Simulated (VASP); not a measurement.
# Cs2AgBiBr6 (Fm-3m) in VASP: further runs

One crystal, Cs2AgBiBr6, is run at these levels: PBE; tasks: relaxation of cell and atoms.

Program: VASP 6.6.1. These are calculated values, not measurements. Logs are shortened: lines on timing, memory, paths and dates and some standing lists are left out, and cuts for length are marked.

## Step 1: The crystal as given

The structure is cubic, space group Fm-3m (No. 225). The conventional cell has a = 11.232 Å, b = 11.232 Å, c = 11.232 Å, α = 90.00°, β = 90.00°, γ = 90.00°. Bi (site symmetry m-3m) has 6 Br at 2.81 Å as nearest neighbours. Cs (site symmetry -43m) is surrounded by 12 Br at 3.97 Å. Ag (site symmetry m-3m) has 6 Br at 2.80 Å as nearest neighbours. Around Br (site symmetry 4mm) lie 1 Ag at 2.80 Å and 1 Bi at 2.81 Å.

## Step 2: Relaxation of cell and atoms, PBE, target pressure 5 GPa, at which the enthalpy is minimised

Contents of INCAR:

```
  ALGO = Normal
  EDIFF = 1E-7
  EDIFFG = -0.01
  ENCUT = 600
  GGA = PE
  IBRION = 2
  ISIF = 3
  ISMEAR = -1
  LASPH = T
  LCHARG = F
  LREAL = F
  LWAVE = F
  NELM = 100
  NSW = 60
  PREC = Accurate
  PSTRESS = 50
  SIGMA = 0.05
```

Contents of KPOINTS:

```
k-points
0
Gamma
  3 3 3
```

Contents of POSCAR:

```
Cs2AgBiBr6
1.0
    0.0000000000      5.6161000000      5.6161000000
    5.6161000000      0.0000000000      5.6161000000
    5.6161000000      5.6161000000      0.0000000000
Bi Cs Ag Br
1 2 1 6
Direct
    0.0000000000      0.0000000000      0.0000000000
    0.7500000000      0.7500000000      0.7500000000
    0.2500000000      0.2500000000      0.2500000000
    0.5000000000      0.5000000000      0.5000000000
    0.7494500000      0.7494500000      0.2505500000
    0.2505500000      0.2505500000      0.7494500000
    0.7494500000      0.2505500000      0.2505500000
    0.7494500000      0.2505500000      0.7494500000
    0.2505500000      0.7494500000      0.7494500000
    0.2505500000      0.7494500000      0.2505500000
```

Potentials or basis: VASP PAW PBE potentials, release 64 (Bi_d, Cs_sv, Ag, Br).

Started as:

```
$ cat potpaw_PBE.64/Bi_d/POTCAR potpaw_PBE.64/Cs_sv/POTCAR potpaw_PBE.64/Ag/POTCAR potpaw_PBE.64/Br/POTCAR > POTCAR
$ mpirun -np 1 vasp_std > vasp.out
```

OUTCAR:

```text
EDIFF = 1E-7
   EDIFFG = -0.01
   ENCUT = 600
   GGA = PE
   IBRION = 2
   ISIF = 3
   ISMEAR = -1
   LASPH = T
   LREAL = F
   NELM = 100
   NSW = 60
   PREC = Accurate
   PSTRESS = 50

 ion  position               nearest neighbor table
   1  0.000  0.000  0.000-   5 2.81   6 2.81   7 2.81   8 2.81   9 2.81  10 2.81
   2  0.750  0.750  0.750-
   3  0.250  0.250  0.250-
   4  0.500  0.500  0.500-   5 2.80   6 2.80   7 2.80   8 2.80   9 2.80  10 2.80
   5  0.749  0.749  0.251-   4 2.80   1 2.81
   6  0.251  0.251  0.749-   4 2.80   1 2.81
   7  0.749  0.251  0.251-   4 2.80   1 2.81
   8  0.749  0.251  0.749-   4 2.80   1 2.81
   9  0.251  0.749  0.749-   4 2.80   1 2.81
  10  0.251  0.749  0.251-   4 2.80   1 2.81

  LATTYP: Found a face centered cubic cell.
 ALAT       =    11.2322000000

  Lattice vectors:

 A1 = (   0.0000000000,   5.6161000000,   5.6161000000)
 A2 = (   5.6161000000,   0.0000000000,   5.6161000000)
 A3 = (   5.6161000000,   5.6161000000,   0.0000000000)

Analysis of symmetry for initial positions (statically):
=====================================================================
 Subroutine PRICEL returns:
 Original cell was already a primitive cell.

 Routine SETGRP: Setting up the symmetry group for a
 face centered cubic supercell.

 Subroutine GETGRP returns: Found 48 space group operations
 (whereof 48 operations were pure point group operations)
 out of a pool of 48 trial point group operations.

The static configuration has the point symmetry O_h .

Analysis of symmetry for dynamics (positions and initial velocities):
=====================================================================
 Subroutine PRICEL returns:
 Original cell was already a primitive cell.

 Routine SETGRP: Setting up the symmetry group for a
 face centered cubic supercell.

 Subroutine GETGRP returns: Found 48 space group operations
 (whereof 48 operations were pure point group operations)
 out of a pool of 48 trial point group operations.

The dynamic configuration has the point symmetry O_h .

 Subroutine INISYM returns: Found 48 space group operations
 (whereof 48 operations are pure point group operations),
 and found     1 'primitive' translations

----------------------------------------------------------------------------------------

                                     Primitive cell

  volume of cell :     354.2701

  direct lattice vectors                    reciprocal lattice vectors
     0.000000000  5.616100000  5.616100000    -0.089029754  0.089029754  0.089029754
     5.616100000  0.000000000  5.616100000     0.089029754 -0.089029754  0.089029754
     5.616100000  5.616100000  0.000000000     0.089029754  0.089029754 -0.089029754

  length of vectors
     7.942364788  7.942364788  7.942364788     0.154204057  0.154204057  0.154204057

  position of ions in fractional coordinates (direct lattice)
     0.000000000  0.000000000  0.000000000
     0.750000000  0.750000000  0.750000000
     0.250000000  0.250000000  0.250000000
     0.500000000  0.500000000  0.500000000
     0.749450000  0.749450000  0.250550000
     0.250550000  0.250550000  0.749450000
     0.749450000  0.250550000  0.250550000
     0.749450000  0.250550000  0.749450000
     0.250550000  0.749450000  0.749450000
     0.250550000  0.749450000  0.250550000

  ion indices of the primitive-cell ions
   primitive index   ion index
                 1           1
                 2           2
                 3           3
                 4           4
                 5           5
                 6           6
                 7           7
                 8           8
                 9           9
                10          10

----------------------------------------------------------------------------------------

 KPOINTS: k-points

Automatic generation of k-mesh.
 Grid dimensions read from file:
 generate k-points for:    3    3    3

 Generating k-lattice:

  Cartesian coordinates                     Fractional coordinates (reciprocal lattice)
    -0.029676585  0.029676585  0.029676585     0.333333333  0.000000000  0.000000000
     0.029676585 -0.029676585  0.029676585     0.000000000  0.333333333  0.000000000
     0.029676585  0.029676585 -0.029676585     0.000000000  0.000000000  0.333333333

  Length of vectors
     0.051401352  0.051401352  0.051401352

  Shift w.r.t. Gamma in fractional coordinates (k-lattice)
     0.000000000  0.000000000  0.000000000

 Subroutine IBZKPT returns following result:
 ===========================================

 Found      4 irreducible k-points:

 Following reciprocal coordinates:
            Coordinates               Weight
  0.000000  0.000000  0.000000      1.000000
  0.333333  0.000000  0.000000      8.000000
  0.333333  0.333333  0.000000      6.000000
 -0.333333  0.333333  0.000000     12.000000
   k-points           NKPTS =      4   k-points in BZ     NKDIM =      4   number of bands    NBANDS=     51
   number of dos      NEDOS =    301   number of ions     NIONS =     10
   total plane-waves  NPLWV = 262144
   dimension x,y,z NGX =    64 NGY =   64 NGZ =   64
   dimension x,y,z NGXF=   128 NGYF=  128 NGZF=  128
   ions per type =               1   2   1   6
   NGX,Y,Z   is equivalent  to a cutoff of  13.40, 13.40, 13.40 a.u.
   NGXF,Y,Z  is equivalent  to a cutoff of  26.79, 26.79, 26.79 a.u.
 SYSTEM =  unknown system
   PREC   = accura    normal or accurate (medium, high low for compatibility)
   ISTART =      0    job   : 0-new  1-cont  2-samecut
   ICHARG =      2    charge: 1-file 2-atom 10-const
   ISPIN  =      1    spin polarized calculation?
   LNONCOLLINEAR =      F non collinear calculations
   LSORBIT =      F    spin-orbit coupling
   LASPH  =      T    aspherical Exc in radial PAW
   ENCUT  =  600.0 eV  44.10 Ry    6.64 a.u.  15.86 15.86 15.86*2*pi/ulx,y,z
   NELM   =    100;   NELMIN=  2; NELMDL= -5     # of ELM steps
   EDIFF  = 0.1E-06   stopping-criterion for ELM
   LREAL  =      F    real-space projection
   EDIFFG = -.1E-01   stopping-criterion for IOM
   NSW    =     60    number of steps for IOM
   IBRION =      2    ionic relax: 0-MD 1-quasi-New 2-CG
   NFREE  =      1    steps in history (QN), initial steepest desc. (CG)
   ISIF   =      3    stress and relaxation
   ISYM   =      2    0-nonsym 1-usesym 2-fastsym
   POTIM  = 0.5000    time-step for ionic-motion
   TEBEG  =    0.0;   TEEND  =   0.0 temperature during run
   PSTRESS=   50.0 pullay stress
   NELECT =      86.0000    total number of electrons
   NUPDOWN=      -1.0000    fix difference up-down
   EMIN   =  10.00;   EMAX   =-10.00  energy-range for DOS
   EFERMI =   0.00;   METHOD = LEGACY
   ISMEAR =    -1;   SIGMA  =   0.05  broadening in eV -4-tet -1-fermi 0-gaus
   EFERMI_NEDOS =   21; number of points for ismear=-14 and -15
   IALGO  =     38    algorithm
   IMIX   =      4    mixing-type and parameters
     AMIX     =   0.40;   BMIX     =  1.00
     AMIX_MAG =   1.60;   BMIX_MAG =  1.00
  volume/ion in A,a.u.               =      35.43       239.07
  Fermi-wavevector in a.u.,A,eV,Ry     =   1.021244  1.929871 14.190049  1.042939
  Thomas-Fermi vector in A             =   2.154858
   LORBIT       =      0    0 simple, 1 ext, 2 COOP (PROOUT), +10 PAW based schemes
   GGA     = PE    functional components
   LHFCALC =     F    Hartree Fock is set to
   AEXX    =    0.0000 exact exchange contribution
   IVDW    =     0    specifies the selected vdW correction
   LEPSILON=     F    determine dielectric tensor
   LRPA    =     F    only Hartree local field effects (RPA)
 conjugate gradient relaxation of ions
 non-spin polarized calculation
  energy-cutoff  :      600.00
  volume of cell :      354.27
 maximum number of plane-waves:     11862
   NGX = 31   NGY = 31   NGZ = 31

--------------------------------------- Ionic step        1  -------------------------------------------

 number of electron      85.9999996 magnetization

 Free energy of the ion-electron system (eV)
  ---------------------------------------------------
  ext. energy  EPLUGINS =         0.00000000
  ---------------------------------------------------
  free energy    TOTEN  =       -29.47408392 eV

  energy without entropy =      -29.47408391  energy(sigma->0) =      -29.47408392

------------------------ aborting loop because EDIFF is reached ----------------------------------------

  FORCE on cell =-STRESS in cart. coord.  units (eV):
  Direction    XX          YY          ZZ          XY          YZ          ZX
  --------------------------------------------------------------------------------------
  -------------------------------------------------------------------------------------
  Total        4.1298292      4.1298292      4.1298292     -0.0000000      0.0000000     -0.0000000
  in kB       18.6770457     18.6770457     18.6770457     -0.0000000      0.0000000     -0.0000000
  external PRESSURE =     -31.3229543 kB  Pullay stress =      50.0000000 kB
[... 307 lines left out ...]
  enthalpy is  TOTEN    =       -18.8001292061 eV   P V=       10.1090271654

--------------------------------------- Ionic step        8  -------------------------------------------

 number of electron      85.9999998 magnetization

 Free energy of the ion-electron system (eV)
  ---------------------------------------------------
  ext. energy  EPLUGINS =         0.00000000
  ---------------------------------------------------
  free energy    TOTEN  =       -28.89168980 eV

  energy without entropy =      -28.89168978  energy(sigma->0) =      -28.89168979

 E-fermi :   2.8891     XC(G=0):  -8.5820

 val. band max:        1.9837206174   @ k =  -0.3333   0.3333   0.0000
 cond. band min:       3.7737940317   @ k =   0.3333   0.0000   0.0000
 fundamental gap:      1.7900734143
 Fermi energy:         2.8891466658

 k-point     1 :       0.0000    0.0000    0.0000
  band No.  band energies     occupation
      1     -20.9217      2.00000
      2     -20.9217      2.00000
      3     -20.8675      2.00000
      4     -20.8675      2.00000
      5     -20.8675      2.00000
      6     -18.6141      2.00000
[... 43 lines left out ...]
     50       7.3326      0.00000
     51       7.3956      0.00000

 k-point     2 :       0.3333    0.0000    0.0000
  band No.  band energies     occupation
      1     -20.9217      2.00000
      2     -20.9217      2.00000
      3     -20.8675      2.00000
      4     -20.8675      2.00000
      5     -20.8675      2.00000
      6     -18.6106      2.00000
[... 43 lines left out ...]
     50       7.3166      0.00000
     51       7.9218      0.00000

 k-point     3 :       0.3333    0.3333    0.0000
  band No.  band energies     occupation
      1     -20.9217      2.00000
      2     -20.9217      2.00000
      3     -20.8675      2.00000
      4     -20.8675      2.00000
      5     -20.8675      2.00000
      6     -18.6104      2.00000
[... 43 lines left out ...]
     50       7.6741      0.00000
     51       7.7783      0.00000

 k-point     4 :      -0.3333    0.3333    0.0000
  band No.  band energies     occupation
      1     -20.9217      2.00000
      2     -20.9217      2.00000
      3     -20.8675      2.00000
      4     -20.8675      2.00000
      5     -20.8675      2.00000
      6     -18.6074      2.00000
[... 80 lines left out ...]
  FREE ENERGIE OF THE ION-ELECTRON SYSTEM (eV)
  ---------------------------------------------------
  free  energy   TOTEN  =       -28.8916898012 eV

  energy  without entropy=      -28.8916897781  energy(sigma->0) =      -28.89168979

  enthalpy is  TOTEN    =       -18.8002709420 eV   P V=       10.0914188593

 reached required accuracy - stopping structural energy minimisation
```

Run time: 34 min. Hardware: 1 thread of Intel Xeon Platinum 8259CL at 2.50GHz (Skylake/Cascade Lake), shared host; peak memory 0.69 GiB.

Results:

| Property | Result |
| --- | --- |
| Free energy | -28.8917 eV |
| Relaxed volume | 32.34 Å³/atom |
| Relaxed cell | a = 7.704 Å, b = 7.704 Å, c = 7.704 Å, α = 60.00°, β = 60.00°, γ = 60.00° |
| Space group after relaxing (to 0.05 Å) | Fm-3m (No. 225) |
| Energy change on relaxing (the enthalpy is what falls) | +58.2 meV/atom |
| Ionic steps | 8 |
| Pressure after relaxing | 5.0 GPa |
| Largest force after relaxing | 0.009 eV/Å |
| Band gap on the k mesh | 1.79 eV, indirect (least direct gap 2.54 eV) |

Forces in eV/Å, atoms in the order of the input:
```
Bi   0.000  0.000  0.000
Cs   0.000  0.000  0.000
Cs   0.000  0.000  0.000
Ag   0.000  0.000  0.000
Br   0.000  0.000 -0.009
Br   0.000  0.000  0.009
Br   0.009  0.000  0.000
Br   0.000 -0.009  0.000
Br  -0.009  0.000  0.000
Br   0.000  0.009  0.000
```

Step by step:
```csv
step,energy change (eV),largest force (eV/Å),pressure (GPa),volume (Å³)
1,0.0000,0.2916,1.87,354.27
2,0.7525,0.5132,5.83,319.93
3,0.6103,0.4867,5.20,324.22
4,0.6023,0.1805,5.16,322.97
5,0.6174,0.0062,5.16,322.26
6,0.6161,0.0158,5.16,322.30
7,0.5649,0.0061,4.92,323.93
8,0.5824,0.0094,5.00,323.36
```

Final structure:
```cif
data_structure
_symmetry_space_group_name_H-M 'P 1'
_symmetry_Int_Tables_number 1
_cell_length_a 7.7043
_cell_length_b 7.7043
_cell_length_c 7.7043
_cell_angle_alpha 60.000
_cell_angle_beta 60.000
_cell_angle_gamma 60.000
_cell_volume 323.36
loop_
_atom_site_label
_atom_site_type_symbol
_atom_site_fract_x
_atom_site_fract_y
_atom_site_fract_z
_atom_site_occupancy
Bi1 Bi 0.00000 0.00000 0.00000 1
Cs1 Cs 0.75000 0.75000 0.75000 1
Cs2 Cs 0.25000 0.25000 0.25000 1
Ag1 Ag 0.50000 0.50000 0.50000 1
Br1 Br 0.74496 0.74496 0.25504 1
Br2 Br 0.25504 0.25504 0.74496 1
Br3 Br 0.74496 0.25504 0.25504 1
Br4 Br 0.74496 0.25504 0.74496 1
Br5 Br 0.25504 0.74496 0.74496 1
Br6 Br 0.25504 0.74496 0.25504 1
```

Levels at points of the mesh, in eV from the valence-band top:
```
           k point  band 39  band 40  band 41  band 42  band 43  band 44  band 45  band 46  band 47  band 48
(0.00, 0.00, 0.00)    -1.13    -1.13    -1.13    -0.29    -0.29     2.47     2.47     2.47     3.92     4.49
```

Caveat: the cell is relaxed towards a set pressure, so the enthalpy falls and the energy may rise; spin-orbit coupling is left out, which as a rule narrows the gap of such compounds by several tenths of an eV; an odd mesh through Γ misses points on the zone boundary, where band edges often lie.

## Step 3: Relaxation of cell and atoms, PBE, target pressure 10 GPa, at which the enthalpy is minimised

INCAR: that of step 2 with these lines changed.

```diff
@@ -15,3 +15,3 @@
   PREC = Accurate
-  PSTRESS = 50
+  PSTRESS = 100
   SIGMA = 0.05
```

KPOINTS is that of step 2.

POSCAR is that of step 2.

Potentials or basis: VASP PAW PBE potentials, release 64 (Bi_d, Cs_sv, Ag, Br).

Started as:

```
$ cat potpaw_PBE.64/Bi_d/POTCAR potpaw_PBE.64/Cs_sv/POTCAR potpaw_PBE.64/Ag/POTCAR potpaw_PBE.64/Br/POTCAR > POTCAR
$ mpirun -np 1 vasp_std > vasp.out
```

Wall time 25 min (1 thread of Intel Xeon Platinum 8259CL at 2.50GHz (Skylake/Cascade Lake), shared host); peak memory 0.67 GiB.

The run converged. Its results:

* Free energy: -27.6237 eV
* Relaxed volume: 29.55 Å³/atom
* Relaxed cell: a = 7.477 Å, b = 7.477 Å, c = 7.477 Å, α = 60.00°, β = 60.00°, γ = 60.00°
* Space group after relaxing (to 0.05 Å): Fm-3m (No. 225)
* Energy change on relaxing (the enthalpy is what falls): +185.0 meV/atom
* Ionic steps: 9
* Pressure after relaxing: 10.0 GPa
* Largest force after relaxing: 0.005 eV/Å
* Band gap on the k mesh: 1.72 eV, indirect (least direct gap 2.58 eV)

Forces on the atoms (eV/Å):
```
Bi   0.000  0.000  0.000
Cs   0.000  0.000  0.000
Cs   0.000  0.000  0.000
Ag   0.000  0.000  0.000
Br   0.000  0.000 -0.005
Br   0.000  0.000  0.005
Br   0.005  0.000  0.000
Br   0.000 -0.005  0.000
Br  -0.005  0.000  0.000
Br   0.000  0.005  0.000
```

The path:
| step | energy change (eV) | largest force (eV/Å) | pressure (GPa) | volume (Å³) |
| --- | --- | --- | --- | --- |
| 1 | 0.0000 | 0.2916 | 1.87 | 354.27 |
| 2 | 4.1952 | 1.2570 | 17.85 | 269.84 |
| 3 | 1.8659 | 0.8983 | 10.06 | 297.55 |
| 4 | 1.8822 | 0.2056 | 10.17 | 295.14 |
| 5 | 1.9167 | 0.0124 | 10.24 | 294.49 |
| 6 | 1.9129 | 0.0305 | 10.23 | 294.55 |
| 7 | 1.7972 | 0.0117 | 9.81 | 296.40 |
| 8 | 1.8481 | 0.0199 | 10.00 | 295.57 |
| 9 | 1.8503 | 0.0051 | 10.00 | 295.54 |

Final structure:
```yaml
crystal:
  lattice:
    - [0.00000, 5.28682, 5.28682]
    - [5.28682, 0.00000, 5.28682]
    - [5.28682, 5.28682, 0.00000]
  atoms:
    - { symbol: Bi, position: [0.00000, 0.00000, 0.00000] }
    - { symbol: Cs, position: [0.75000, 0.75000, 0.75000] }
    - { symbol: Cs, position: [0.25000, 0.25000, 0.25000] }
    - { symbol: Ag, position: [0.50000, 0.50000, 0.50000] }
    - { symbol: Br, position: [0.74376, 0.74376, 0.25624] }
    - { symbol: Br, position: [0.25624, 0.25624, 0.74376] }
    - { symbol: Br, position: [0.74376, 0.25624, 0.25624] }
    - { symbol: Br, position: [0.74376, 0.25624, 0.74376] }
    - { symbol: Br, position: [0.25624, 0.74376, 0.74376] }
    - { symbol: Br, position: [0.25624, 0.74376, 0.25624] }
```

Levels at points of the mesh, in eV from the valence-band top:
| k point | band 40 | band 41 | band 42 | band 43 | band 44 | band 45 | band 46 | band 47 |
| --- | --- | --- | --- | --- | --- | --- | --- | --- |
| (0.00, 0.00, 0.00) | -1.45 | -1.45 | -0.37 | -0.37 | 2.34 | 2.34 | 2.34 | 3.80 |

Caveat: the cell is relaxed towards a set pressure, so the enthalpy falls and the energy may rise; the volume moved by over 15 % at a fixed basis, so the end points are rough; spin-orbit coupling is left out, which as a rule narrows the gap of such compounds by several tenths of an eV; an odd mesh through Γ misses points on the zone boundary, where band edges often lie. PBE gaps usually lie below the measured ones, often by a third to a half.
